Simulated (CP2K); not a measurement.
# MnO2: equation of state with PBEsol

Crystal: MnO2.

```
Mn O
1.0
     2.85496    0.00000    0.00000
    -1.42748    2.47246    0.00000
     0.00000    0.00000   10.22174
Mn O
2 4
Direct
  0.00000 0.00000 0.50000
  0.00000 0.00000 0.00000
  0.66667 0.33333 0.40686
  0.66667 0.33333 0.09314
  0.33333 0.66667 0.59314
  0.33333 0.66667 0.90686
```

Measurements of this composition are mostly on another form, of space group No. 136.

```yaml
Program: CP2K 2026.2
Task: equation of state
Functional: PBEsol
Potentials_or_basis: GTH_POTENTIALS Mn GTH-PBE-q15; POTENTIAL_UZH O GTH-PBE-q6; TZVP-MOLOPT-SR-GTH, TZVP-MOLOPT-PBE-GTH basis
Density_cutoff: 8163 eV
k_mesh: 11 × 11 × 3
Occupations: fermi-dirac, width 0.05 eV
Spin: collinear spin, ferromagnetic start
Starting_moments: "[4.0, 4.0, 0.0, 0.0, 0.0, 0.0] μB"
SCF_solver: diagonalisation with k points
Quickstep_method: GPW
EPS_DEFAULT: 1.0E-10
EPS_SCF: 1.0E-6
MAX_SCF: 150
SCF_GUESS: ATOMIC
k_points_reduced_by_the_point_group: yes
Mesh_centred_on_Gamma: yes
CHOLESKY: OFF
EPS_EIGVAL: 1.0E-7
MIXING_METHOD: PULAY_MIXING
MIXING_ALPHA: 0.4
NBUFFER: 6
NGRIDS: 5
Basis_sets: Mn TZVP-MOLOPT-SR-GTH-q15, O TZVP-MOLOPT-PBE-GTH-q6
Potentials: Mn GTH-PBE-q15 of GTH_POTENTIALS, O GTH-PBE-q6 of POTENTIAL_UZH
MULTIPLICITY_of_the_start: 9
ADDED_MOS: "[24, 32]"
REL_CUTOFF_Ry: 60 Ry
MIXING_BETA_1/bohr: 1.5 1/bohr
CUTOFF_of_the_grids: 600 Ry
```

```json
{"Equilibrium volume": "11.95 Å³/atom", "Bulk modulus at fixed shape and positions": "183 GPa", "Pressure derivative of the bulk modulus": "5.0"}
```

Energy against volume, from the lowest point:
```csv
volume (Å³/atom),energy (meV/atom)
11.304,22.21
11.544,8.25
11.785,1.00
12.025,0.00
12.266,4.12
12.507,13.03
12.747,26.19
```

All runs of the series together: 8.9 min on 3 threads of Arm Neoverse V2, with other jobs on the host.

Caveat: the cell was scaled at fixed shape and fractional positions, which overstates the stiffness of a crystal with free parameters, most of all of layers and chains; the potentials were made for another functional, which shifts forces and pressure; the basis of atomic orbitals isn't converged, which shifts pressures, moduli and gaps.
